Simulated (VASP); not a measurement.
# RbCl (Fm-3m) in VASP: a series of runs, part 2 of 2

VASP 6.6.1.

## 3. Single point, PBE

INCAR

```
  ALGO = Normal
  EDIFF = 1E-7
  ENCUT = 520
  GGA = PE
  ISIF = 2
  ISMEAR = -1
  LASPH = True
  LCHARG = False
  LREAL = False
  LWAVE = False
  NBANDS = 15
  NELM = 60
  PREC = Accurate
  SIGMA = 0.05
```

KPOINTS

```
k-points
0
Gamma
  7 7 7
```

POSCAR

```
RbCl
1.0
    0.0000000000      3.2740000000      3.2740000000
    3.2740000000      0.0000000000      3.2740000000
    3.2740000000      3.2740000000      0.0000000000
Rb Cl
1 1
Direct
    0.0000000000      0.0000000000      0.0000000000
    0.5000000000      0.5000000000      0.5000000000
```

Potentials or basis: VASP PAW PBE potentials, release 64 (Rb_sv, Cl).

On the command line:

```bash
$ cat potpaw_PBE.64/Rb_sv/POTCAR potpaw_PBE.64/Cl/POTCAR > POTCAR
$ mpirun -np 1 vasp_std > vasp.out
```

OUTCAR:

```text
EDIFF = 1E-7
   ENCUT = 520
   GGA = PE
   ISIF = 2
   ISMEAR = -1
   LASPH = True
   LREAL = False
   NELM = 60
   PREC = Accurate

 ion  position               nearest neighbor table
   1  0.000  0.000  0.000-   2 3.27   2 3.27   2 3.27   2 3.27   2 3.27   2 3.27
   2  0.500  0.500  0.500-   1 3.27   1 3.27   1 3.27   1 3.27   1 3.27   1 3.27

  LATTYP: Found a face centered cubic cell.
 ALAT       =     6.5480000000

  Lattice vectors:

[... 539 lines left out ...]

------------------------ aborting loop because EDIFF is reached ----------------------------------------

  FORCE on cell =-STRESS in cart. coord.  units (eV):
  Direction    XX          YY          ZZ          XY          YZ          ZX
  --------------------------------------------------------------------------------------
  -------------------------------------------------------------------------------------
  Total        0.5082858      0.5082858      0.5082858     -0.0000000     -0.0000000     -0.0000000
  in kB       11.6025248     11.6025248     11.6025248     -0.0000000     -0.0000000     -0.0000000
  external PRESSURE =      11.6025248 kB  Pullay stress =       0.0000000 kB

 VOLUME and BASIS-vectors are now :
 -----------------------------------------------------------------------------
  energy-cutoff  :      520.00
  volume of cell :       70.19
      direct lattice vectors                 reciprocal lattice vectors
     0.000000000  3.274000000  3.274000000    -0.152718387  0.152718387  0.152718387
     3.274000000  0.000000000  3.274000000     0.152718387 -0.152718387  0.152718387
     3.274000000  3.274000000  0.000000000     0.152718387  0.152718387 -0.152718387

 POSITION                                       TOTAL-FORCE (eV/Angst)
 -----------------------------------------------------------------------------------
      0.00000      0.00000      0.00000         0.000000      0.000000     -0.000000
      3.27400      3.27400      3.27400        -0.000000     -0.000000      0.000000
 -----------------------------------------------------------------------------------
    total drift:                                0.000000      0.000000      0.000000

  FREE ENERGIE OF THE ION-ELECTRON SYSTEM (eV)
  ---------------------------------------------------
  free  energy   TOTEN  =        -6.6582049230 eV

  energy  without entropy=       -6.6582049230  energy(sigma->0) =       -6.65820492
```

OSZICAR:

```text
N       E                     dE             d eps       ncg     rms          rms(c)
DAV:   1     0.842748353284E+02    0.84275E+02   -0.70381E+03   600   0.934E+02
DAV:   2    -0.122987153918E+01   -0.85505E+02   -0.77559E+02   881   0.170E+02
DAV:   3    -0.686364154080E+01   -0.56338E+01   -0.56080E+01   775   0.455E+01
DAV:   4    -0.701494108365E+01   -0.15130E+00   -0.15128E+00   905   0.728E+00
DAV:   5    -0.701596246061E+01   -0.10214E-02   -0.10214E-02   811   0.576E-01    0.325E+00
DAV:   6    -0.666412525167E+01    0.35184E+00   -0.48822E-01   775   0.347E+00    0.249E+00
DAV:   7    -0.664272853255E+01    0.21397E-01   -0.12077E-01   817   0.186E+00    0.147E+00
DAV:   8    -0.665652492732E+01   -0.13796E-01   -0.15928E-02   722   0.794E-01    0.164E-01
DAV:   9    -0.665757834315E+01   -0.10534E-02   -0.13751E-03   803   0.201E-01    0.102E-01
DAV:  10    -0.665818309618E+01   -0.60475E-03   -0.54122E-04   649   0.145E-01    0.155E-02
DAV:  11    -0.665819772579E+01   -0.14630E-04   -0.22765E-05   782   0.305E-02    0.887E-03
DAV:  12    -0.665820484231E+01   -0.71165E-05   -0.12348E-05   656   0.219E-02    0.275E-03
DAV:  13    -0.665820492303E+01   -0.80721E-07   -0.20013E-07   802   0.300E-03
   1 F= -.66582049E+01 E0= -.66582049E+01  d E =-.662416E-10
```

It took 12 s on 1 thread of Intel Xeon Platinum 8488C (Sapphire Rapids), shared host; peak memory 0.2 GiB.

Results:

```yaml
Free_energy: -6.6582 eV
Pressure: 1.2 GPa
Band_gap_on_the_k_mesh: 5.05 eV, direct
```

Levels at points of the mesh, in eV from the valence-band top:
```csv
k point,band 4,band 5,band 6,band 7,band 8,band 9,band 10,band 11,band 12,band 13
"(0.00, 0.00, 0.00)",-7.94,-7.94,0.00,0.00,0.00,5.05,8.00,8.00,8.00,9.00
```

Caveat: an odd mesh through Γ misses points on the zone boundary, where band edges often lie.

## 4. Single point, PBE (atoms moved at random, drawn with an rms of 0.05 Å)

INCAR

```
  PREC = Accurate
  ENCUT = 520
  EDIFF = 1E-7
  ISMEAR = -1
  SIGMA = 0.05
  LREAL = False
  LASPH = True
  NELM = 80
  ALGO = Normal
  ISIF = 2
  LWAVE = False
  LCHARG = False
  GGA = PE
  NBANDS = 15
```

KPOINTS

```
Automatic mesh
0
Gamma
  7 7 7
```

POSCAR

```
RbCl
1.0
    0.0000000000      3.2740000000      3.2740000000
    3.2740000000      0.0000000000      3.2740000000
    3.2740000000      3.2740000000      0.0000000000
Rb Cl
1 1
Direct
   -0.0117860000      0.0020200000      0.0060220000
    0.4856760000      0.4973280000      0.5059200000
```

Potentials or basis: VASP PAW PBE potentials, release 64 (Rb_sv, Cl).

On the command line:

```bash
$ cat potpaw_PBE.64/Rb_sv/POTCAR potpaw_PBE.64/Cl/POTCAR > POTCAR
$ mpirun -np 1 vasp_std > vasp.out
```

OUTCAR:

```text
PREC = Accurate
   ENCUT = 520
   EDIFF = 1E-7
   ISMEAR = -1
   LREAL = False
   LASPH = True
   NELM = 80
   ISIF = 2
   GGA = PE

 ion  position               nearest neighbor table
   1  0.988  0.002  0.006-   2 3.25   2 3.26   2 3.27   2 3.28   2 3.29   2 3.30
   2  0.486  0.497  0.506-   1 3.25   1 3.26   1 3.27   1 3.28   1 3.29   1 3.30

  LATTYP: Found a face centered cubic cell.
 ALAT       =     6.5480000000

  Lattice vectors:

 A1 = (   0.0000000000,   3.2740000000,   3.2740000000)
 A2 = (   3.2740000000,   0.0000000000,   3.2740000000)
 A3 = (   3.2740000000,   3.2740000000,   0.0000000000)

Analysis of symmetry for initial positions (statically):
=====================================================================
 Subroutine PRICEL returns:
 Original cell was already a primitive cell.

 Routine SETGRP: Setting up the symmetry group for a
 face centered cubic supercell.

 Subroutine GETGRP returns: Found  1 space group operations
 (whereof  1 operations were pure point group operations)
 out of a pool of 48 trial point group operations.

[... 201 lines left out ...]
      5      -9.7555      2.00000
      6      -1.8209      2.00000
      7      -1.8209      2.00000
      8      -1.8208      2.00000
      9       3.2263      0.00000
     10       6.1833      0.00000
     11       6.1840      0.00000
     12       6.1851      0.00000
     13       7.1773      0.00000
     14       7.1781      0.00000
[... 689 lines left out ...]
      2     -13.8734      2.00000
      3      -9.7974      2.00000
      4      -9.7921      2.00000
      5      -9.7623      2.00000
      6      -2.5262      2.00000
      7      -2.1288      2.00000
      8      -2.0701      2.00000
      9       5.6007      0.00000
     10       5.7973      0.00000
     11       7.9592      0.00000
     12       8.3557      0.00000
     13       8.7773      0.00000
     14       8.9093      0.00000
     15      10.3190      0.00000

 [... further k-points ...]

------------------------ aborting loop because EDIFF is reached ----------------------------------------

  FORCE on cell =-STRESS in cart. coord.  units (eV):
  Direction    XX          YY          ZZ          XY          YZ          ZX
  --------------------------------------------------------------------------------------
  -------------------------------------------------------------------------------------
  Total        0.5101154      0.5083493      0.5133711     -0.0003815     -0.0004817     -0.0009276
  in kB       11.6442886     11.6039754     11.7186077     -0.0087090     -0.0109946     -0.0211732
  external PRESSURE =      11.6556239 kB  Pullay stress =       0.0000000 kB

 VOLUME and BASIS-vectors are now :
 -----------------------------------------------------------------------------
  energy-cutoff  :      520.00
  volume of cell :       70.19
      direct lattice vectors                 reciprocal lattice vectors
     0.000000000  3.274000000  3.274000000    -0.152718387  0.152718387  0.152718387
     3.274000000  0.000000000  3.274000000     0.152718387 -0.152718387  0.152718387
     3.274000000  3.274000000  0.000000000     0.152718387  0.152718387 -0.152718387

 POSITION                                       TOTAL-FORCE (eV/Angst)
 -----------------------------------------------------------------------------------
      0.02633      3.25513      3.24203        -0.021161     -0.011617     -0.032040
      3.28463      3.24649      3.21836         0.021161      0.011617      0.032040
 -----------------------------------------------------------------------------------
    total drift:                               -0.000066     -0.000090      0.000073

  FREE ENERGIE OF THE ION-ELECTRON SYSTEM (eV)
  ---------------------------------------------------
  free  energy   TOTEN  =        -6.6576083781 eV

  energy  without entropy=       -6.6576083780  energy(sigma->0) =       -6.65760838
```

stdout:

```text
POSCAR found type information on POSCAR RbCl
 POSCAR found :  2 types and       2 ions
 scaLAPACK will be used
 LDA part: xc-table for (Slater+PW92), standard interpolation
 POSCAR, INCAR and KPOINTS ok, starting setup
 FFT: planning ... GRIDC
 FFT: planning ... GRID_SOFT
 FFT: planning ... GRID
 WAVECAR not read
 entering main loop
```

Run time: 2 min. Hardware: 1 thread of Intel Xeon Platinum 8488C (Sapphire Rapids), shared host; peak memory 0.31 GiB.

What came out:

```yaml
Free_energy: -6.6576 eV
Pressure: 1.2 GPa
Largest_force: 0.040 eV/Å
Band_gap_on_the_k_mesh: 5.05 eV, direct
```

Forces in eV/Å, atoms in the order of the input:
```
Rb  -0.021 -0.012 -0.032
Cl   0.021  0.012  0.032
```

Caveat: an odd mesh through Γ misses points on the zone boundary, where band edges often lie.

## 5. Overview

| level | cell | ladder | gap on the mesh (eV) | pressure (GPa) |
| --- | --- | --- | --- | --- |
| PBEsol | as given | free | 4.89 | 0.0 |
| PBE | as given | - | 5.05 | 1.2 |
| PBE | atoms moved at random, drawn with an rms of 0.05 Å | - | 5.05 | 1.2 |

Alike in all rows: task single point; potentials or basis VASP PAW PBE potentials, release 64 (Rb_sv, Cl); no spin polarisation; k mesh 7 × 7 × 7; cutoff (eV) 520; smearing fermi-dirac 0.05 eV.

Caveats: an odd mesh through Γ misses points on the zone boundary, where band edges often lie; the PAW data sets were made with another functional, which shifts forces and pressure a little (some runs).

Absolute energies hang on the potentials; compare differences alone.
